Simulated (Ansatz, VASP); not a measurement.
# SnO in VASP and in Ansatz

INCAR

```
PREC = Accurate ; ENCUT = 600
EDIFF = 1E-7 ; ISMEAR = 0
SIGMA = 0.1 ; LREAL = F
LASPH = T ; NELM = 100
ALGO = Normal ; ISIF = 3
LWAVE = F ; LCHARG = F
GGA = PE ; IBRION = 2
NSW = 100 ; EDIFFG = -0.01
```

File KPOINTS:

```
Automatic mesh
0
Gamma
  18 18 18
```

File POSCAR:

```
SnO
1.0
    0.0000000000      2.7378644428      2.7378644428
    2.7378644428      0.0000000000      2.7378644428
    2.7378644428      2.7378644428      0.0000000000
Sn O
1 1
Direct
    0.2500000000      0.2500000000      0.2500000000
    0.0000000000      0.0000000000      0.0000000000
```

Input for Ansatz:

```yaml
crystal:
  lattice:
    - [0.0, 2.7378644428, 2.7378644428]
    - [2.7378644428, 0.0, 2.7378644428]
    - [2.7378644428, 2.7378644428, 0.0]
  atoms:
    - { symbol: Sn, position: [0.25, 0.25, 0.25] }
    - { symbol: O, position: [0.0, 0.0, 0.0] }
basis:
  ecutwfc: 420
kpoints:
  mp_grid: { grid: [18, 18, 18] }
hamiltonian:
  xc: pbe
scf:
  occupations: { method: gaussian, width: 0.1 }
output:
  forces: true
  stress: true
  eigenvalues: true
  write_density: true
  write_potential: true
  elf: true
  volumetric_format: npy
relax:
  adjacent_minimum: "off"
  f_tol: 0.01
  max_steps: 80
  cell: { stress_tol: 0.05 }
```

Change from the starting cell: species swapped into the BeSe type (F-43m, No. 216).

Alike in both runs: task relaxation of cell and atoms; functional PBE; k mesh 18 × 18 × 18; occupations gaussian, width 0.1 eV; no spin polarisation.

|  | VASP | Ansatz |
| --- | --- | --- |
| version | VASP 6.6.1 | Ansatz 0.2.0 |
| potentials or method | VASP PAW PBE potentials, release 64 (Sn_d, O) | scalar-relativistic, plane waves, PAW |
| plane-wave cutoff (eV) | 600 | 420 |
| valence electrons in the cell | 20 | 20 |

VASP gave:

* gap on the k mesh at the Fermi level, each at its own relaxed structure (eV): none
* relaxed volume (Å³/atom): 20.52
* relaxed cell length with the largest relative difference (Å): 3.872

Problem. Estimate Ansatz's values.

Solution. gap on the k mesh at the Fermi level, each at its own relaxed structure (eV): none; relaxed volume (Å³/atom): 20.56; relaxed cell length with the largest relative difference (Å): 3.874.

A gap of «none» marks a metal or a gap that the smearing closes.

Caveats: the relaxation stopped at its first step, so nothing moved.
